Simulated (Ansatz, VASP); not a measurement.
**Sc: VASP beside Ansatz**

```
Sc
1.0
     3.46011    0.00000    0.00000
    -1.73005    2.99654    0.00000
     0.00000    0.00000    5.03479
Sc
2
Direct
  0.33333 0.66667 0.25000
  0.66667 0.33333 0.75000
```

Alike in both runs: task single point; functional PBE; k mesh 15 × 15 × 8; occupations gaussian, width 0.1 eV; no spin polarisation.

|  | VASP | Ansatz |
| --- | --- | --- |
| version | VASP 6.6.1 | Ansatz 0.2.0 |
| potentials or method | VASP PAW PBE potentials, release 64 (Sc_sv) | scalar-relativistic, plane waves, PAW |
| plane-wave cutoff (eV) | 520 | 420 |
| valence electrons in the cell | 22 | 22 |

|  | VASP | Ansatz | Ansatz less VASP |
| --- | --- | --- | --- |
| gap on the k mesh at the Fermi level (eV) | none | none | - |
| pressure (GPa) | -2.8 | -2.8 | -0.02 |
| largest component of the traceless stress (GPa) | 3.13 | 3.13 | -0.002 |

A gap of «none» marks a metal or a gap that the smearing closes.
